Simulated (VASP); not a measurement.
# TiO2 (P4_2/mnm) in VASP: notebook

The runs below take TiO2 through band structure, with revTPSS, MS2.

All numbers are computed with VASP 6.6.1; they aren't measurements. Logs are shortened: lines on timing, memory, paths and dates and some standing lists are left out, and cuts for length are marked.

**Measured values to compare with.**

“Shallow Valence Band of Rutile GeO2 and P-type Doping”, 2020, arxiv:2011.08928 quotes, for a bulk crystal of TiO2 at 1.6 K: band gap 3.03 eV (direct).

The results are compared with them further down.

## (1) The crystal as given

It takes space group P4_2/mnm (No. 136, tetragonal). Conventional cell: a = 4.600 Å, b = 4.600 Å, c = 2.959 Å, α = 90.00°, β = 90.00°, γ = 90.00°. Ti (site symmetry mmm) is surrounded by 6 O at 1.95 to 1.98 Å. Around O (site symmetry m2m) lie 3 Ti at 1.95 to 1.98 Å.

The cell is a database's computed one.

## (2) Band structure, revTPSS

The input, INCAR:

```
SYSTEM = TiO2
ALGO     = Normal         ! electronic algorithm
EDIFF    = 1E-6           ! SCF threshold, eV
ENCUT    = 520            ! plane-wave cutoff, eV
ISIF     = 2              ! what is computed and relaxed
ISMEAR   = -1             ! smearing method
LASPH    = .True.         ! aspherical terms in the spheres
LCHARG   = .False.        ! write CHGCAR
LMAXMIX  = 4              ! l up to which the mixer works
LMIXTAU  = .True.       
LREAL    = .False.        ! projectors in reciprocal space
LWAVE    = .False.        ! write WAVECAR
METAGGA  = RTPSS          ! meta-GGA
NBANDS   = 33             ! bands
NELM     = 80             ! most SCF steps
PREC     = Accurate       ! precision mode
SIGMA    = 0.05           ! smearing width, eV
```

The input, KPOINTS:

```
k-points
0
Gamma
  6 6 9
  0 0 0
```

The input, POSCAR:

```
TiO2
1.0
    4.5998373239      0.0000000000      0.0000000000
    0.0000000000      4.5998373239      0.0000000000
    0.0000000000      0.0000000000      2.9592135600
Ti O
2 4
Direct
    0.0000000000      0.0000000000      0.5000000000
    0.5000000000      0.5000000000      0.0000000000
    0.3043213200      0.3043213200      0.5000000000
    0.1956786800      0.8043213200      0.0000000000
    0.8043213200      0.1956786800      0.0000000000
    0.6956786800      0.6956786800      0.5000000000
```

The input, KPOINTS_OPT:

```
path GXMGZRAZ,XR,MA
15
line-mode
reciprocal
 0.0000000000  0.0000000000  0.0000000000  G
 0.0000000000  0.5000000000  0.0000000000  X

 0.0000000000  0.5000000000  0.0000000000  X
 0.5000000000  0.5000000000  0.0000000000  M

 0.5000000000  0.5000000000  0.0000000000  M
 0.0000000000  0.0000000000  0.0000000000  G

 0.0000000000  0.0000000000  0.0000000000  G
 0.0000000000  0.0000000000  0.5000000000  Z

 0.0000000000  0.0000000000  0.5000000000  Z
 0.0000000000  0.5000000000  0.5000000000  R

 0.0000000000  0.5000000000  0.5000000000  R
 0.5000000000  0.5000000000  0.5000000000  A

 0.5000000000  0.5000000000  0.5000000000  A
 0.0000000000  0.0000000000  0.5000000000  Z

 0.0000000000  0.5000000000  0.0000000000  X
 0.0000000000  0.5000000000  0.5000000000  R

 0.5000000000  0.5000000000  0.0000000000  M
 0.5000000000  0.5000000000  0.5000000000  A
```

Potentials or basis: VASP PAW PBE potentials, release 64 (Ti_sv, O).

Launch:

```
$ cat potpaw_PBE.64/Ti_sv/POTCAR potpaw_PBE.64/O/POTCAR > POTCAR
$ mpirun -np 1 vasp_std > vasp.out
```

OUTCAR:

```text
SYSTEM = TiO2
   EDIFF = 1E-6
   ENCUT = 520
   ISIF = 2
   ISMEAR = -1
   LASPH = .True.
   LREAL = .False.
   METAGGA = RTPSS
   NELM = 80
   PREC = Accurate

 ion  position               nearest neighbor table
   1  0.000  0.000  0.500-   4 1.95   5 1.95   4 1.95   5 1.95   3 1.98   6 1.98
   2  0.500  0.500  0.000-   3 1.95   6 1.95   3 1.95   6 1.95   5 1.98   4 1.98
   3  0.304  0.304  0.500-   2 1.95   2 1.95   1 1.98
   4  0.196  0.804  0.000-   1 1.95   1 1.95   2 1.98
   5  0.804  0.196  0.000-   1 1.95   1 1.95   2 1.98
   6  0.696  0.696  0.500-   2 1.95   2 1.95   1 1.98

  LATTYP: Found a simple tetragonal cell.
 ALAT       =     4.5998373239
 C/A-ratio  =     0.6433300466

  Lattice vectors:

 A1 = (   4.5998373239,   0.0000000000,   0.0000000000)
 A2 = (   0.0000000000,   4.5998373239,   0.0000000000)
 A3 = (   0.0000000000,   0.0000000000,   2.9592135600)

Analysis of symmetry for initial positions (statically):
=====================================================================
 Subroutine PRICEL returns:
 Original cell was already a primitive cell.

 Routine SETGRP: Setting up the symmetry group for a
 simple tetragonal supercell.

 Subroutine GETGRP returns: Found 16 space group operations
 (whereof  8 operations were pure point group operations)
 out of a pool of 16 trial point group operations.

The static configuration has the point symmetry D_2h.
 The point group associated with its full space group is D_4h.

Analysis of symmetry for dynamics (positions and initial velocities):
=====================================================================
 Subroutine PRICEL returns:
 Original cell was already a primitive cell.

 Routine SETGRP: Setting up the symmetry group for a
 simple tetragonal supercell.

 Subroutine GETGRP returns: Found 16 space group operations
 (whereof  8 operations were pure point group operations)
 out of a pool of 16 trial point group operations.

The dynamic configuration has the point symmetry D_2h.
 The point group associated with its full space group is D_4h.

 Subroutine INISYM returns: Found 16 space group operations
 (whereof  8 operations are pure point group operations),
 and found     1 'primitive' translations

----------------------------------------------------------------------------------------

                                     Primitive cell

  volume of cell :      62.6125

  direct lattice vectors                    reciprocal lattice vectors
     4.599837324  0.000000000  0.000000000     0.217398993  0.000000000  0.000000000
     0.000000000  4.599837324  0.000000000     0.000000000  0.217398993  0.000000000
     0.000000000  0.000000000  2.959213560     0.000000000  0.000000000  0.337927622

  length of vectors
     4.599837324  4.599837324  2.959213560     0.217398993  0.217398993  0.337927622

  position of ions in fractional coordinates (direct lattice)
     0.000000000  0.000000000  0.500000000
     0.500000000  0.500000000  0.000000000
     0.304321320  0.304321320  0.500000000
     0.195678680  0.804321320  0.000000000
     0.804321320  0.195678680  0.000000000
     0.695678680  0.695678680  0.500000000

  ion indices of the primitive-cell ions
   primitive index   ion index
                 1           1
                 2           2
                 3           3
                 4           4
                 5           5
                 6           6

----------------------------------------------------------------------------------------

 KPOINTS: k-points

Automatic generation of k-mesh.
 Grid dimensions read from file:
 generate k-points for:    6    6    9

 Generating k-lattice:

  Cartesian coordinates                     Fractional coordinates (reciprocal lattice)
     0.036233165  0.000000000  0.000000000     0.166666667  0.000000000  0.000000000
     0.000000000  0.036233165  0.000000000     0.000000000  0.166666667  0.000000000
     0.000000000  0.000000000  0.037547514     0.000000000  0.000000000  0.111111111

  Length of vectors
     0.036233165  0.036233165  0.037547514

[... 47 lines left out ...]

 E-fermi :   5.7719     XC(G=0): -11.9155

 val. band max:        4.7908080287   @ k =   0.0000   0.0000   0.0000
 cond. band min:       6.7637727603   @ k =   0.0000   0.0000   0.0000
 fundamental gap:      1.9729647315
 Fermi energy:         5.7719102916

 k-point     1 :       0.0000    0.0000    0.0000
  band No.  band energies     occupation
      1     -53.2370      2.00000
      2     -53.2198      2.00000
      3     -28.9510      2.00000
      4     -28.9510      2.00000
      5     -28.7790      2.00000
      6     -28.7790      2.00000
[... 25 lines left out ...]
     32      11.5253      0.00000
     33      11.5301      0.00000

 k-point     2 :       0.1667    0.0000    0.0000
  band No.  band energies     occupation
      1     -53.2358      2.00000
      2     -53.2209      2.00000
      3     -28.9419      2.00000
      4     -28.9409      2.00000
      5     -28.7907      2.00000
      6     -28.7895      2.00000
[... 25 lines left out ...]
     32      11.4296      0.00000
     33      11.4503      0.00000

 k-point     3 :       0.3333    0.0000    0.0000
  band No.  band energies     occupation
      1     -53.2327      2.00000
      2     -53.2241      2.00000
      3     -28.9168      2.00000
      4     -28.9145      2.00000
      5     -28.8193      2.00000
      6     -28.8166      2.00000
[... 25 lines left out ...]
     32      11.2385      0.00000
     33      11.2783      0.00000

 k-point     4 :       0.5000    0.0000    0.0000
  band No.  band energies     occupation
      1     -53.2284      2.00000
      2     -53.2284      2.00000
      3     -28.8942      2.00000
      4     -28.8942      2.00000
      5     -28.8405      2.00000
      6     -28.8405      2.00000
[... 673 lines left out ...]
     32      10.7104      0.00000
     33      10.9637      0.00000

 k-point    23 :       0.3333    0.0000    0.2222
  band No.  band energies     occupation
      1     -53.2152      2.00000
      2     -53.2086      2.00000
      3     -28.9311      2.00000
      4     -28.9138      2.00000
      5     -28.8667      2.00000
      6     -28.8543      2.00000
[... 25 lines left out ...]
     32      10.2959      0.00000
     33      11.0427      0.00000

 k-point    24 :       0.5000    0.0000    0.2222
  band No.  band energies     occupation
      1     -53.2119      2.00000
      2     -53.2119      2.00000
      3     -28.9257      2.00000
      4     -28.9257      2.00000
      5     -28.8461      2.00000
      6     -28.8461      2.00000
[... 25 lines left out ...]
     32      10.1294      0.00000
     33      11.4787      0.00000

 [... further k-points ...]

------------------------ aborting loop because EDIFF is reached ----------------------------------------

  FORCE on cell =-STRESS in cart. coord.  units (eV):
  Direction    XX          YY          ZZ          XY          YZ          ZX
  --------------------------------------------------------------------------------------
  -------------------------------------------------------------------------------------
  Total        1.5761713      1.5761713      1.8460114     -0.0000000      0.0000000      0.0000000
  in kB       40.3322784     40.3322784     47.2371527     -0.0000000      0.0000000      0.0000000
  external PRESSURE =      42.6339031 kB  Pullay stress =       0.0000000 kB

 VOLUME and BASIS-vectors are now :
 -----------------------------------------------------------------------------
  energy-cutoff  :      520.00
  volume of cell :       62.61
      direct lattice vectors                 reciprocal lattice vectors
     4.599837324  0.000000000  0.000000000     0.217398993  0.000000000  0.000000000
     0.000000000  4.599837324  0.000000000     0.000000000  0.217398993  0.000000000
     0.000000000  0.000000000  2.959213560     0.000000000  0.000000000  0.337927622

 POSITION                                       TOTAL-FORCE (eV/Angst)
 -----------------------------------------------------------------------------------
      0.00000      0.00000      1.47961         0.000000      0.000000     -0.000000
      2.29992      2.29992      0.00000         0.000000      0.000000     -0.000000
      1.39983      1.39983      1.47961        -0.073738     -0.073738      0.000000
      0.90009      3.69975      0.00000         0.073738     -0.073738      0.000000
      3.69975      0.90009      0.00000        -0.073738      0.073738     -0.000000
      3.20001      3.20001      1.47961         0.073738      0.073738     -0.000000
 -----------------------------------------------------------------------------------
    total drift:                                0.000000      0.000000      0.000000

  FREE ENERGIE OF THE ION-ELECTRON SYSTEM (eV)
  ---------------------------------------------------
  free  energy   TOTEN  =       -58.7706056982 eV

  energy  without entropy=      -58.7706056980  energy(sigma->0) =      -58.77060570
```

It took 10 min on 1 thread of AMD EPYC 9R45 (Zen 5), shared host; peak memory 0.23 GiB.

What came out:

* Free energy: -58.7706 eV
* Pressure: 4.3 GPa
* Largest force: 0.104 eV/Å
* Band gap on the k mesh: 1.97 eV, direct
* Band gap along the path: 1.97 eV, direct

Forces in eV/Å, atoms in the order of the input:
```
Ti   0.000  0.000  0.000
Ti   0.000  0.000  0.000
O   -0.074 -0.074  0.000
O    0.074 -0.074  0.000
O   -0.074  0.074  0.000
O    0.074  0.074  0.000
```

Stress tensor (GPa, compression positive):
```
4.03 0.00 0.00
0.00 4.03 0.00
0.00 0.00 4.72
```

Levels at the corners of the path, in eV from the valence-band top:
| point | band 20 | band 21 | band 22 | band 23 | band 24 | band 25 | band 26 | band 27 | band 28 | band 29 |
| --- | --- | --- | --- | --- | --- | --- | --- | --- | --- | --- |
| Γ | -2.05 | -0.72 | -0.45 | -0.45 | 0.00 | 1.97 | 2.27 | 2.50 | 2.60 | 2.60 |
| X | -3.09 | -1.68 | -1.68 | -0.78 | -0.78 | 2.64 | 2.64 | 3.13 | 3.13 | 3.67 |
| X | -3.09 | -1.68 | -1.68 | -0.78 | -0.78 | 2.64 | 2.64 | 3.13 | 3.13 | 3.67 |
| M | -2.24 | -1.35 | -1.35 | -1.09 | -1.09 | 2.01 | 2.01 | 2.63 | 2.63 | 3.95 |
| M | -2.24 | -1.35 | -1.35 | -1.09 | -1.09 | 2.01 | 2.01 | 2.63 | 2.63 | 3.95 |
| Γ | -2.05 | -0.72 | -0.45 | -0.45 | 0.00 | 1.97 | 2.27 | 2.50 | 2.60 | 2.60 |
| Γ | -2.05 | -0.72 | -0.45 | -0.45 | 0.00 | 1.97 | 2.27 | 2.50 | 2.60 | 2.60 |
| Z | -2.79 | -2.45 | -2.45 | -1.47 | -1.47 | 3.08 | 3.08 | 3.31 | 3.31 | 3.78 |
| Z | -2.79 | -2.45 | -2.45 | -1.47 | -1.47 | 3.08 | 3.08 | 3.31 | 3.31 | 3.78 |
| R | -2.45 | -2.08 | -2.08 | -1.07 | -1.07 | 1.99 | 1.99 | 3.33 | 3.33 | 4.03 |
| R | -2.45 | -2.08 | -2.08 | -1.07 | -1.07 | 1.99 | 1.99 | 3.33 | 3.33 | 4.03 |
| A | -2.76 | -1.32 | -1.32 | -0.69 | -0.69 | 2.69 | 2.69 | 3.30 | 3.30 | 3.35 |
| A | -2.76 | -1.32 | -1.32 | -0.69 | -0.69 | 2.69 | 2.69 | 3.30 | 3.30 | 3.35 |
| Z | -2.79 | -2.45 | -2.45 | -1.47 | -1.47 | 3.08 | 3.08 | 3.31 | 3.31 | 3.78 |
| X | -3.09 | -1.68 | -1.68 | -0.78 | -0.78 | 2.64 | 2.64 | 3.13 | 3.13 | 3.67 |
| R | -2.45 | -2.08 | -2.08 | -1.07 | -1.07 | 1.99 | 1.99 | 3.33 | 3.33 | 4.03 |
| M | -2.24 | -1.35 | -1.35 | -1.09 | -1.09 | 2.01 | 2.01 | 2.63 | 2.63 | 3.95 |
| A | -2.76 | -1.32 | -1.32 | -0.69 | -0.69 | 2.69 | 2.69 | 3.30 | 3.30 | 3.35 |

Caveat: the PAW data sets were made with another functional, which shifts forces and pressure a little.

## (3) Band structure, MS2

The input, INCAR:

```
SYSTEM = TiO2
PREC     = Accurate       ! precision mode
ENCUT    = 520            ! plane-wave cutoff, eV
EDIFF    = 1E-7           ! SCF threshold, eV
ISMEAR   = -1             ! smearing method
SIGMA    = 0.05           ! smearing width, eV
LREAL    = .False.        ! projectors in reciprocal space
LASPH    = .True.         ! aspherical terms in the spheres
NELM     = 80             ! most SCF steps
ALGO     = Normal         ! electronic algorithm
ISIF     = 2              ! what is computed and relaxed
LWAVE    = .False.        ! write WAVECAR
LCHARG   = .False.        ! write CHGCAR
LMAXMIX  = 4              ! l up to which the mixer works
METAGGA  = MS2            ! meta-GGA
LMIXTAU  = .True.       
NBANDS   = 33             ! bands
```

The input, KPOINTS:

```
regular mesh
0
Gamma
  6 6 9
  0 0 0
```

POSCAR is that of step 2.

Changes to KPOINTS_OPT since step 2:

```diff
@@ -1,3 +1,3 @@
 path GXMGZRAZ,XR,MA
-15
+10
 line-mode
```

Potentials or basis: VASP PAW PBE potentials, release 64 (Ti_sv, O).

Launch:

```
$ cat potpaw_PBE.64/Ti_sv/POTCAR potpaw_PBE.64/O/POTCAR > POTCAR
$ mpirun -np 1 vasp_std > vasp.out
```

Wall time 12 min (1 thread of AMD EPYC 9R45 (Zen 5), shared host); peak memory 0.23 GiB.

The run converged. Its results:

```
Free energy             : -72.8419 eV
Pressure                : 1.1 GPa
Largest force           : 0.020 eV/Å
Band gap on the k mesh  : 2.21 eV, direct
Band gap along the path : 2.21 eV, direct
```

Forces on the atoms (eV/Å):
```
Ti   0.000  0.000  0.000
Ti   0.000  0.000  0.000
O   -0.014 -0.014  0.000
O    0.014 -0.014  0.000
O   -0.014  0.014  0.000
O    0.014  0.014  0.000
```

Stress tensor (GPa, compression positive):
```
0.92 0.00 0.00
0.00 0.92 0.00
0.00 0.00 1.34
```

Levels at the corners of the path, in eV from the valence-band top:
```csv
point,band 20,band 21,band 22,band 23,band 24,band 25,band 26,band 27,band 28,band 29
Γ,-2.10,-0.79,-0.50,-0.50,0.00,2.21,2.48,2.76,2.86,2.86
X,-3.17,-1.73,-1.73,-0.78,-0.78,2.86,2.86,3.39,3.39,3.92
X,-3.17,-1.73,-1.73,-0.78,-0.78,2.86,2.86,3.39,3.39,3.92
M,-2.19,-1.41,-1.41,-1.15,-1.15,2.23,2.23,2.88,2.88,4.19
M,-2.19,-1.41,-1.41,-1.15,-1.15,2.23,2.23,2.88,2.88,4.19
Γ,-2.10,-0.79,-0.50,-0.50,0.00,2.21,2.48,2.76,2.86,2.86
Γ,-2.10,-0.79,-0.50,-0.50,0.00,2.21,2.48,2.76,2.86,2.86
Z,-2.87,-2.39,-2.39,-1.49,-1.49,3.32,3.32,3.58,3.58,4.00
Z,-2.87,-2.39,-2.39,-1.49,-1.49,3.32,3.32,3.58,3.58,4.00
R,-2.50,-2.07,-2.07,-1.09,-1.09,2.25,2.25,3.61,3.61,4.25
R,-2.50,-2.07,-2.07,-1.09,-1.09,2.25,2.25,3.61,3.61,4.25
A,-2.84,-1.31,-1.31,-0.73,-0.73,2.94,2.94,3.55,3.55,3.63
A,-2.84,-1.31,-1.31,-0.73,-0.73,2.94,2.94,3.55,3.55,3.63
Z,-2.87,-2.39,-2.39,-1.49,-1.49,3.32,3.32,3.58,3.58,4.00
X,-3.17,-1.73,-1.73,-0.78,-0.78,2.86,2.86,3.39,3.39,3.92
R,-2.50,-2.07,-2.07,-1.09,-1.09,2.25,2.25,3.61,3.61,4.25
M,-2.19,-1.41,-1.41,-1.15,-1.15,2.23,2.23,2.88,2.88,4.19
A,-2.84,-1.31,-1.31,-0.73,-0.73,2.94,2.94,3.55,3.55,3.63
```

Caveat: the PAW data sets were made with another functional, which shifts forces and pressure a little.

## (4) The reference run

An earlier run on the cell as given: functional PBEsol; potentials or basis VASP PAW PBE potentials, release 64 (Ti_sv, O); cutoff 520 eV; k mesh 6 × 6 × 9; occupations fermi-dirac, width 0.05 eV; no spin polarisation.

* Pressure: -2.1 GPa
* Largest force: 0.047 eV/Å
* Band gap on the k mesh: 1.80 eV, direct

## (5) The runs side by side

```tsv
task	level	ladder	gap on the mesh (eV)	pressure (GPa)	largest force (eV/Å)
band structure	revTPSS	-	1.97	4.3	0.10
band structure	MS2	-	2.21	1.1	0.02
single point	PBEsol	free	1.80	-2.1	0.05
```

Alike in all rows: potentials or basis VASP PAW PBE potentials, release 64 (Ti_sv, O); no spin polarisation; cell as given; k mesh 6 × 6 × 9; cutoff (eV) 520; smearing fermi-dirac 0.05 eV.

On the cell as given the gap runs from 1.80 eV (PBEsol) to 2.21 eV (MS2). The pressure there spans -2.1 GPa (PBEsol) to 4.3 GPa (revTPSS); a positive pressure means that this level wants a larger cell, a negative one a smaller.

Caveats: the PAW data sets were made with another functional, which shifts forces and pressure a little; an odd mesh through Γ misses points on the zone boundary, where band edges often lie (some runs).

Total energies depend on the potentials used, so only differences within one code and one set of settings carry meaning.

## (6) Against experiment

Step 2. A measured gap of TiO2 is 3.03 eV (direct; 1.6 K; quoted in “Shallow Valence Band of Rutile GeO2 and P-type Doping”, 2020, arxiv:2011.08928); the calculated 1.97 eV misses it by -1.06 eV. 2 values of this kind are on record in papers (3.03 to 3.05 eV); this one was drawn at random among those near their median. The value is that of revTPSS, without temperature or zero-point motion. The cell is a database's relaxed one, not the measured one, which moves gaps too.

Step 3. Against the measured gap of TiO2, 3.03 eV (direct; 1.6 K; quoted in “Shallow Valence Band of Rutile GeO2 and P-type Doping”, 2020, arxiv:2011.08928), the calculated 2.21 eV is off by -0.82 eV. 2 values of this kind are on record in papers (3.03 to 3.05 eV); this one was drawn at random among those near their median. The value is that of MS2, without temperature or zero-point motion. The cell is a database's relaxed one, not the measured one, which moves gaps too.
